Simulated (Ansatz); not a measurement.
**Cu(100) / 3 layers Rh(100) / Cu(100): resistance against film thickness**

Wanted: interface resistance and thickness dependence for Cu(100) / 3 layers Rh(100) / Cu(100).

Method: Ansatz plane-wave DFT, PBE, PAW files; ballistic transport by layer matching (Landauer), zero bias; PAW set soft_1, in Ansatz 0.2.0.

## 1. The starting structure

The cell holds 14 atoms: 11 Cu and 3 Rh. Its edges and angles: a = 2.556 Å, b = 2.556 Å, c = 26.196 Å, α = 90.0°, β = 90.0°, γ = 90.0°. It derives from Cu and Rh. Regions: lead, 11 atoms (11 Cu); films, 3 atoms (3 Rh). The structure is stacked along c, and the current runs across the ab planes.

## 2. With 3 layers

The film is laid into the lead at the lead's in-plane lattice, and the cell closes on the lead's own image. The mesh across the current, 28×28, is finer than the density's, because channels open and close sharply across the zone. Energies from -1 to 1 eV in steps of 0.036 eV cover the slope of the Fermi function at 300 K, so the program can form a conductance.

Input file input.yaml:

```yaml
crystal:
  lattice:
    - [2.5561627297, 0.0, 0.0]
    - [0.0, 2.5561627297, 0.0]
    - [0.0, 0.0, 26.1961771318]
  atoms:
    - { symbol: Cu, position: [0.0, 0.0, 0.0344989269] }
    - { symbol: Cu, position: [0.5, 0.5, 0.1034967807] }
    - { symbol: Cu, position: [0.0, 0.0, 0.1724946345] }
    - { symbol: Cu, position: [0.5, 0.5, 0.2414924883] }
    - { symbol: Cu, position: [0.0, 0.0, 0.3104903421] }
    - { symbol: Rh, position: [0.5, 0.5, 0.3851598704] }
    - { symbol: Rh, position: [0.0, 0.0, 0.4655010731] }
    - { symbol: Rh, position: [0.5, 0.5, 0.5458422758] }
    - { symbol: Cu, position: [0.0, 0.0, 0.6205118041] }
    - { symbol: Cu, position: [0.5, 0.5, 0.6895096579] }
    - { symbol: Cu, position: [0.0, 0.0, 0.7585075117] }
    - { symbol: Cu, position: [0.5, 0.5, 0.8275053655] }
    - { symbol: Cu, position: [0.0, 0.0, 0.8965032193] }
    - { symbol: Cu, position: [0.5, 0.5, 0.9655010731] }
kpoints:
  mp_grid: { grid: [15, 15, 1] }
hamiltonian:
  xc: pbe
  pseudopotentials: { kind: paw, azcp: { folder: soft_1 } }
scf:
  occupations: { method: fermi_dirac, width: 0.1 }
output:
  transmission: { leads: [[0, 1]], kmesh: [28, 28], e_range: [-1.0, 1.0], de: 0.036 }
  write_potential: true
  write_density: true
  volumetric_format: npy
  elf: true
```

The run is started by

```sh
> ansatz run input.yaml --threads 4 --pin off --max-ram 8192MiB --backend cpu --events-out ev --progress --plain --runs-dir out
```

Numbers of over 12 decimals in the logs are rounded to 6 here.

The program printed:

```text
Engine: ansatz 0.2.0, aarch64-unknown-linux-gnu
Pseudopotentials: kind: paw
Pseudopotential: Cu, paw, valence charge 19, recommended cutoff 420 eV (normal), soft_1/Cu.paw.azcp
Pseudopotential: Rh, paw, valence charge 17, recommended cutoff 420 eV (normal), soft_1/Rh.paw.azcp
Functional definition: PBE
  parameter kappa = 0.804
  parameter beta = 0.066725
  exchange = pbe_x(kappa = kappa, mu = beta*pi^2/3)
  correlation = pbe_c(beta = beta)
Crystal: 14 atoms, lattice volume = 171.165 Å³
Basis set: ecut = 420 eV, 3379 PW (Γ)
Bands: 156, of which v1, the nominal top of the filled ones, is band 130 counted from 1 (129 counted from 0)
Symmetry: 16 space group operations
Space group: P4/mmm (ITA 123), of the structure as read, at distance tolerance 5.6e-5 Å
k-points: 36 of 225
Non-local potential: Cu, projectors of the file, l = 0: 3, l = 1: 2, l = 2: 3, l = 3: 1
Non-local potential: Rh, projectors of the file, l = 0: 3, l = 1: 2, l = 2: 2, l = 3: 1
PAW form: soft (Blöchl's): semilocal exchange-correlation on the pseudo side does not see the compensation charge
PAW one-centre angular grid: Cu, 590 points (default); XC on 64 Gauss nodes
PAW one-centre angular grid: Rh, 590 points (default); XC on 64 Gauss nodes
Initial density: superposition of atomic densities (chi_scale 0.1, normalization cell, long waves of neutral atoms (reshape's long-wave potential 20.56 eV rms, cloud 2.74 Å wide))
Initial wavefunctions: pseudopotential atomic-orbital guess
Functional: x = pbe(κ = 0.804, μ = 0.219515), c = pbe(β = 0.066725)
SCF iter   1: F=—  HF=-92097.196758 eV  |F-HF|=—  |Δ(HF+E_count)|=         —  Δρ=1.93e-1  dr2=2.28e2  ethr=3.10e-3  ⟨swp⟩=4.2  Hψ=16583  notcnv=0  defer=88
preconditioner: auto → Kerker (q_TF=auto, 2.925 Å⁻¹)  [metal: Δε(μ)=0.021 eV  Ē_g=8.944 eV  σ=0.100 eV  W_gap=0.05  n_scr=76 (ndim 8)  ℏωp=34.5 eV  f_vac=0.000  D(μ)=7.11/eV (n_scr^D=66)]
SCF iter   2: F=—  HF=-92088.181291 eV  |F-HF|=—  |Δ(HF+E_count)|=    9.02e0  Δρ=7.50e-2  dr2=8.76e1  ethr=3.10e-3  ⟨swp⟩=2.0  Hψ=9942  notcnv=0  defer=396
SCF iter   3: F=—  HF=-92086.272426 eV  |F-HF|=—  |Δ(HF+E_count)|=    1.91e0  Δρ=6.47e-2  dr2=1.82e1  ethr=3.10e-3  ⟨swp⟩=2.1  Hψ=9307  notcnv=0  defer=408
SCF iter   4: F=—  HF=-92085.391774 eV  |F-HF|=—  |Δ(HF+E_count)|=   8.81e-1  Δρ=1.35e-2  dr2=3.15e0  ethr=3.10e-3  ⟨swp⟩=2.0  Hψ=7375  notcnv=0  defer=416
SCF iter   5: F=—  HF=-92085.379139 eV  |F-HF|=—  |Δ(HF+E_count)|=   1.26e-2  Δρ=6.45e-3  dr2=4.86e-1  ethr=1.21e-3  ⟨swp⟩=2.0  Hψ=5856  notcnv=0  defer=418
SCF iter   6: F=—  HF=-92085.368831 eV  |F-HF|=—  |Δ(HF+E_count)|=   1.03e-2  Δρ=1.10e-2  dr2=6.70e-1  ethr=1.87e-4  ⟨swp⟩=2.0  Hψ=9399  notcnv=0  defer=420
SCF iter   7: F=—  HF=-92085.335109 eV  |F-HF|=—  |Δ(HF+E_count)|=   3.37e-2  Δρ=1.87e-3  dr2=8.08e-2  ethr=1.87e-4  ⟨swp⟩=1.5  Hψ=5514  notcnv=0  defer=417
SCF iter   8: F=—  HF=-92085.337353 eV  |F-HF|=—  |Δ(HF+E_count)|=   2.24e-3  Δρ=1.85e-3  dr2=3.02e-2  ethr=3.11e-5  ⟨swp⟩=1.0  Hψ=5400  notcnv=0  defer=417
SCF iter   9: F=—  HF=-92085.336691 eV  |F-HF|=—  |Δ(HF+E_count)|=   6.62e-4  Δρ=8.42e-4  dr2=1.39e-2  ethr=1.16e-5  ⟨swp⟩=1.0  Hψ=5194  notcnv=0  defer=417
SCF iter  10: F=—  HF=-92085.336534 eV  |F-HF|=—  |Δ(HF+E_count)|=   1.57e-4  Δρ=2.98e-4  dr2=1.20e-3  ethr=5.35e-6  ⟨swp⟩=1.0  Hψ=5228  notcnv=0  defer=417
SCF iter  11: F=—  HF=-92085.336523 eV  |F-HF|=—  |Δ(HF+E_count)|=   1.16e-5  Δρ=1.73e-4  dr2=8.14e-4  ethr=4.61e-7  ⟨swp⟩=1.0  Hψ=5194  notcnv=0  defer=417
SCF iter  12: F=—  HF=-92085.336509 eV  |F-HF|=—  |Δ(HF+E_count)|=   1.38e-5  Δρ=4.05e-5  dr2=5.11e-5  ethr=3.13e-7  ⟨swp⟩=1.0  Hψ=5194  notcnv=0  defer=417
SCF iter  13: F=—  HF=-92085.336540 eV  |F-HF|=—  |Δ(HF+E_count)|=   3.09e-5  Δρ=2.23e-5  dr2=1.27e-6  ethr=1.97e-8  ⟨swp⟩=1.0  Hψ=5361  notcnv=0  defer=416
SCF iter  14: F=—  HF=-92085.336540 eV  |F-HF|=—  |Δ(HF+E_count)|=   4.32e-9  Δρ=1.38e-5  dr2=3.54e-7  ethr=4.87e-10  ⟨swp⟩=2.0  Hψ=7304  notcnv=0  defer=416
SCF iter  15: F=—  HF=-92085.336540 eV  |F-HF|=—  |Δ(HF+E_count)|=   2.53e-8  Δρ=6.90e-6  dr2=1.37e-7  ethr=3.85e-11  ⟨swp⟩=8.3  Hψ=18812  notcnv=0
SCF iter  16: F=-92085.336540 eV  HF=-92085.336540 eV  |F-HF|=4.61e-8  |Δ(HF+E_count)|=   1.16e-8  Δρ=2.60e-6  dr2=3.67e-8  ethr=3.85e-11  ⟨swp⟩=2.0  Hψ=10452  notcnv=0
SCF 1 converged in 16 iterations: F = -92085.336540 eV  dr2 = 3.67e-8
  greatest PAW one-centre occupation: 1.000 electrons in one spin orbital (limit 2), on the Rh atom at site 6 (counted from 0), in its partial waves of l = 0
transmission: 528 of 5280 steps passed
transmission: 1056 of 5280 steps passed
[...]
transmission: 5280 of 5280 steps passed
SCF converged after 16 iterations
Free energy (F): -92085.336540 eV
Harris-Foulkes:  -92085.336540 eV  (|F-HF|=4.61e-8)
Internal energy: -92085.044980 eV  (E = F + TS)
E sigma→0 (E₀):  -92085.190760 eV
Entropy (-TS):   -0.291559 eV (-20.826 meV/atom)
Fermi energy:    17.781239 eV
--- Per-component energies (eV) ---
  E_band       = -4222.036099
  E_kinetic    = 4493.897286
  E_local      = -62255.874482  (includes V_loc(G=0)·N_el)
  E_nonlocal   = 10682.816646
  E_hartree    = 26808.154423
  E_xc         = -1365.250240
  E_vxc        = -1740.948671  (∫ρ·V_xc dr)
  E_paw        = -30773.078475  (= ΣΔE_a)
  E_vpaw       = -9018.218650  (= ΣTr[D̂ρ^β])
  E_aug_tail   = 0.011474  (compensation charges beyond the density's cutoff)
  E_ewald      = -39675.721612
  E_smearing   = -0.291559  (= −TS)
  E_closure    = -0.000000  (closes the sum)
  Σ components = -92085.336540   (vs F -92085.336540, Δ=0.00e0)
--- Band table (eV; the first three rows and the last of 36) ---
  k-point 0: bands = [... 126 lower, 16.2728, 16.2887, 16.3016, 16.3016, 17.2848, 17.2848, 17.9821, 18.0063, ... 22 higher]
  k-point 1: bands = [... 126 lower, 16.2270, 16.2902, 16.4063, 16.6003, 17.2558, 17.3711, 17.5272, 17.9250, ... 22 higher]
  k-point 2: bands = [... 126 lower, 16.2376, 16.2700, 16.4861, 16.6179, 17.1410, 17.7313, 17.7798, 17.8222, ... 22 higher]
  k-point 35: bands = [... 126 lower, 19.6662, 19.6769, 19.6894, 20.1659, 20.2442, 20.7827, 21.2829, 21.7729, ... 22 higher]
--- Transmission ---
  basis      : 61 plane waves across, 44 finite elements along
  points     : 120, standing for a mesh of 28 x 28
  filling    : by the input's occupations and mesh, since the crystals that have channels conduct as metals do. If one of these is a semiconductor, that mesh has misplaced its level
  energies   : 56 from -1.000000 to 0.980000 eV about the Fermi level, 0.036000 eV apart; the leads are filled to 0.000000 eV, and channels, transmission and decay are at 0.008000 eV
  crystal 0  : Cu1, at the sites [0, 1], period 1.8075 Å, over 19.88 Å; its Hamiltonian steps by up to 0.6 meV
    offset         : up to 0.0000 Å between an atom of the period and one for which it stands
    filled         : 18.6 meV over the level at which it is neutral
    channels       : 9.094388e-1 a spin
    conductance    : 1.0825e15 S/m² at 300 K; may be off by some 0.0 % by where its bands' edges are placed, 3.4 % from the k-mesh, 0.1 % from the distance to neutral
    slowest decay  : 0.0639 /Å at (0.4643, 0.3571)
  junction   : crystal 0 to crystal 0, -0.70 to 23.69 Å
    transmission   : 6.038767e-1 a spin
    conductance    : 7.1343e14 S/m² at 300 K (6.5312e14 on every other point, 7.1352e14 on every other energy)
    error estimate : 0.0 % from the energy spacing and 0.1 % from band edges of the leads and from resonances (wavevectors taken as independent; lower de), 6.8 % from the k-mesh, 0.4 % from the steps of its leads' Hamiltonians or their offsets (lay more layers), 0.3 % from the distance to neutral
    resistance     : 4.7792e-4 Ω µm² beyond half of each lead's own
```

Run time: 2.6 min. Hardware: 4 threads of Arm Neoverse V1, shared host; peak memory 1.2 GiB; 9.9 min of CPU time.

This step gave:

```yaml
free_energy: -92085.3365 eV
energy_at_zero_smearing: -92085.1908 eV
fermi_energy: 17.78 eV
cell_area: 6.534 Å²
step_of_the_lead_s_potential: 0.6 meV
ballistic_conductance_of_the_lead: 1.08e15 S/m²
estimated_errors_of_the_lead_s_conductance: 0, 3.4, 0.1 % (band edges, k-mesh, distance from neutral)
lead_conductance_per_cell: 0.9129 G₀
conductance_of_the_junction: 7.13e14 S/m²
junction_conductance_per_cell: 0.6016 G₀
estimated_errors_of_the_junction_s_conductance: 0, 0.1, 6.8, 0.4, 0.3 % (energy step, band edges, k-mesh, leads' steps, distance from neutral)
area_resistance_that_the_stack_adds_contact_term_taken_off_spin_by_spin: 0.4779 fΩ m²
```

Per spin. The transmission, zone mean by energy, zero at the Fermi level:

energy (eV), transmission, zone mean and a bar from the least value:
```
   -1.000      0.534 
   -0.928      0.568 ###########
   -0.892      0.589 #################
   -0.856      0.574 #############
   -0.784      0.615 #########################
   -0.712      0.623 ###########################
   -0.676      0.602 #####################
   -0.604      0.568 ###########
   -0.532      0.597 ####################
   -0.460      0.594 ##################
   -0.424      0.597 ####################
   -0.388      0.595 ###################
   -0.316      0.582 ###############
   -0.244      0.567 ##########
   -0.172      0.594 ##################
   -0.100      0.606 ######################
   -0.064      0.618 ##########################
   -0.028      0.604 ######################
    0.008      0.604 ######################
    0.080      0.591 ##################
    0.152      0.565 #########
    0.224      0.560 ########
    0.296      0.535 
    0.368      0.535 
    0.440      0.545 ###
    0.512      0.571 ###########
    0.584      0.606 ######################
    0.656      0.620 ###########################
    0.692      0.623 ############################
    0.728      0.631 ##############################
    0.764      0.625 ############################
    0.836      0.621 ###########################
    0.908      0.608 #######################
    0.980      0.601 #####################
```

Per spin. Open channels, zone mean, lead against energy, zero at the Fermi level:

| energy (eV) | open channels, zone mean, lead |
| --- | --- |
| -1.000 | 0.772 |
| -0.964 | 0.782 |
| -0.892 | 0.812 |
| -0.856 | 0.823 |
| -0.784 | 0.838 |
| -0.748 | 0.823 |
| -0.676 | 0.833 |
| -0.640 | 0.833 |
| -0.568 | 0.853 |
| -0.532 | 0.864 |
| -0.460 | 0.874 |
| -0.424 | 0.884 |
| -0.352 | 0.884 |
| -0.316 | 0.879 |
| -0.244 | 0.879 |
| -0.208 | 0.889 |
| -0.136 | 0.909 |
| -0.100 | 0.909 |
| -0.028 | 0.909 |
| 0.008 | 0.909 |
| 0.080 | 0.930 |
| 0.116 | 0.930 |
| 0.188 | 0.945 |
| 0.224 | 0.940 |
| 0.296 | 0.920 |
| 0.332 | 0.930 |
| 0.404 | 0.950 |
| 0.440 | 0.940 |
| 0.512 | 0.930 |
| 0.548 | 0.940 |
| 0.620 | 0.950 |
| 0.656 | 0.950 |
| 0.728 | 0.960 |
| 0.764 | 0.960 |
| 0.836 | 0.960 |
| 0.872 | 0.960 |
| 0.944 | 0.945 |
| 0.980 | 0.955 |

Transmission over k1 and k2. At 0.0080 eV from the Fermi level.

Ten even steps from '0' (0.00) to '9' (1.00), each cell a mean:
```
0000020157691191196751020000
0000154798992393299897451000
0010088899992282299998880010
0227668899970888079998866722
0019889999982898289999988910
0289899999992999299999998982
2689999999992999299999999986
2689999999970494079999999986
0676656677502787205776656676
0123255666246343642666552321
0888699999897272798999996888
0123277788267131762887772321
0555534555303787303555435555
1789989999960494069999989987
3789999999991898199999999987
0289899999992999299999998982
0039889999982898289999988930
0129768999970999079999867921
0010078899982282289998870010
0000066898992393299898660000
0000020267691292196762020000
0000000004320020023400000000
```
Columns: k1 (b1) from -0.5 to 0.464; rows upwards: k2 (b2) from -0.5 to 0.464.

Open channels over k1 and k2. At 0.0080 eV from the Fermi level.

Values, 12 rows by 16 columns, each cell a mean:
```
0.00 0.24 0.63 1.00 1.00 1.00 1.00 1.00 1.00 1.00 1.00 1.00 1.00 0.88 0.51 0.06
0.12 0.90 1.00 1.00 1.00 1.00 1.00 1.00 1.00 1.00 1.00 1.00 1.00 1.00 1.00 0.59
0.43 1.00 1.00 1.00 1.00 1.00 1.00 1.00 1.00 1.00 1.00 1.00 1.00 1.00 1.00 1.00
1.08 1.00 1.00 1.00 1.00 1.00 1.00 1.00 1.00 1.00 1.00 1.00 1.00 1.00 1.00 1.00
0.76 1.00 1.00 1.00 1.00 1.00 1.00 1.00 1.00 1.00 1.00 1.00 1.00 1.00 1.00 1.00
0.43 1.00 1.00 1.00 1.00 1.00 1.00 1.00 1.00 1.00 1.00 1.00 1.00 1.00 1.00 1.00
0.43 1.00 1.00 1.00 1.00 1.00 1.00 1.00 1.00 1.00 1.00 1.00 1.00 1.00 1.00 1.00
1.24 1.00 1.00 1.00 1.00 1.00 1.00 1.00 1.00 1.00 1.00 1.00 1.00 1.00 1.00 1.00
0.59 1.00 1.00 1.00 1.00 1.00 1.00 1.00 1.00 1.00 1.00 1.00 1.00 1.00 1.00 1.00
0.37 0.98 1.00 1.00 1.00 1.00 1.00 1.00 1.00 1.00 1.00 1.00 1.00 1.00 1.00 0.92
0.00 0.69 1.00 1.00 1.00 1.00 1.00 1.00 1.00 1.00 1.00 1.00 1.00 1.00 0.96 0.31
0.00 0.04 0.20 0.57 0.57 1.31 0.82 0.57 0.57 0.57 1.18 0.94 0.57 0.45 0.12 0.00
```
Columns: k1 (b1) from -0.5 to 0.464; rows upwards: k2 (b2) from -0.5 to 0.464.

Electrostatic potential energy in the ca plane at fractional y = 0.000, with atoms of Cu and Rh within 0.2 Å of it. With pseudopotentials it is smooth inside the atoms' cores, unlike the true potential.

Ten even steps from '0' (-55 eV) to '9' (20 eV), each cell a mean:
```
04899998400489999830148999997200279999995103
46999999644799999964479999998522489999997435
89999999988999999998899999999876899999999888
99999999999999999999999999999999999999999999
99999999999999999999999999999988999999999999
57999999755899999975589999999644699999998657
15899998411589999841259999998300379999996213
03899997300389999720038999997200169999984002
```
Columns run along c (16.0 Å, from fractional 0.04 to 0.65 of the cell; values clipped at the 3rd and 97th percentile), rows up along a (2.6 Å). Atoms in or near the plane, at fractional coordinates: Cu at (0.17, 0.00), Cu at (0.31, 0.00), Rh at (0.47, 0.00), Cu at (0.62, 0.00).

ELF in the ca plane at fractional y = 0.000, with atoms of Cu and Rh within 0.2 Å of it. It is the smooth field of the valence electrons, not physical close to the nuclei.

Ten even steps from '0' (0.15) to '9' (0.75), each cell a mean:
```
40011100044001110004300110002799730101100350
00011110000001111000000111111467411111100000
00111121000011112100001211111133111111210000
11221122111121112210012211111111111111221001
01221121100121112110012211111112111111221000
00011110000001111000001111111255311111110000
20011110022001111002200110112688621101100120
70001100087000110018700000003899830000000591
```
Columns run along c (16.0 Å, from fractional 0.04 to 0.65 of the cell), rows up along a (2.6 Å). Atoms in or near the plane, at fractional coordinates: Cu at (0.17, 0.00), Cu at (0.31, 0.00), Rh at (0.47, 0.00), Cu at (0.62, 0.00).

Valence density in the ca plane at fractional y = 0.000, with atoms of Cu and Rh within 0.2 Å of it. It is the smooth field of the valence electrons, not physical close to the nuclei.

Values in e/Å³, 5 rows by 16 columns, each cell a mean:
```
 9  0  0 15  1  0  3 14  0  0  2  7  1  0  1 15
 1  0  0  1  0  0  0  1  0  0  1  1  0  0  0  1
 0  0  0  0  0  0  0  0  0  0  0  0  0  0  0  0
 2  0  0  3  0  0  1  3  0  0  1  3  0  0  1  3
16  0  0 30  2  0  5 27  0  0  3 10  1  0  2 29
```
Columns run along c (16.0 Å, from fractional 0.04 to 0.65 of the cell), rows up along a (2.6 Å). Atoms in or near the plane, at fractional coordinates: Cu at (0.17, 0.00), Cu at (0.31, 0.00), Rh at (0.47, 0.00), Cu at (0.62, 0.00).

The lead's potential steps by 0.6 meV from period to period, small in itself. The program estimates the junction's conductance to 6.8 % from the k-mesh, 0.3 % from the leads' distance from neutral and 0.4 % from their steps.

By hand: 1/G − 1/G_lead = 1/0.7134 − 1/1.083 = 0.478 fΩ m² with G in 10¹⁵ S/m².

(Part 1 of 3 ends here.)

[Logs are printed without paths, hosts, clocks, repeated set-up lines and the standing remarks that a program may print on its own settings, such as how far it seeks lower states.]

[Hosts, paths, dates, database ids (printed as entryN), source tags and the programs' standing remarks are cut or masked in the printed files.]
